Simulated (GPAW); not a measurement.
The system is SiC (Moissanite).

```
CELL_PARAMETERS angstrom
3.07600 0.00000 0.00000
-1.53800 2.66389 0.00000
0.00000 0.00000 5.04800
ATOMIC_POSITIONS crystal
Si 0.66667 0.33333 0.50000
Si 0.33333 0.66667 0.00000
C 0.66667 0.33333 0.88500
C 0.33333 0.66667 0.38500
```

- Program: GPAW 26.7.0
- Task: relaxation of cell and atoms
- Functional: PBE
- Dispersion: D3(BJ)
- Potentials or basis: GPAW PAW data sets (gpaw-data 1.2.1)
- Cutoff: 800 eV
- Basis: pw
- k mesh: 7 × 7 × 4
- Occupations: fermi-dirac, width 0.05 eV
- Spin: no spin polarisation

At the start: pressure 0.3 GPa; volume 10.34 Å³/atom.

**Question.** Where does the relaxation end?

**Answer.** Over 6 steps the energy falls by 9.2 meV/atom; space group P6_3mc (No. 186, to 0.05 Å).

Step by step:
```tsv
step	energy change (eV)	largest force (eV/Å)	pressure (GPa)	volume (Å³)
1	0.0000	0.7662	0.29	41.36
2	-0.0268	0.4160	0.04	41.37
3	-0.0367	0.0450	-0.06	41.38
4	-0.0368	0.0060	-0.05	41.37
5	-0.0369	0.0088	-0.04	41.37
6	-0.0370	0.0062	0.02	41.36
```

Final structure:
```
Si C
1.0
     3.07615    0.00000    0.00000
    -1.53807    2.66402    0.00000
     0.00000    0.00000    5.04737
Si C
2 2
Direct
  0.66667 0.33333 0.50457
  0.33333 0.66667 0.00457
  0.66667 0.33333 0.88043
  0.33333 0.66667 0.38043
```

Caveat: later steps reuse the first step's grids.
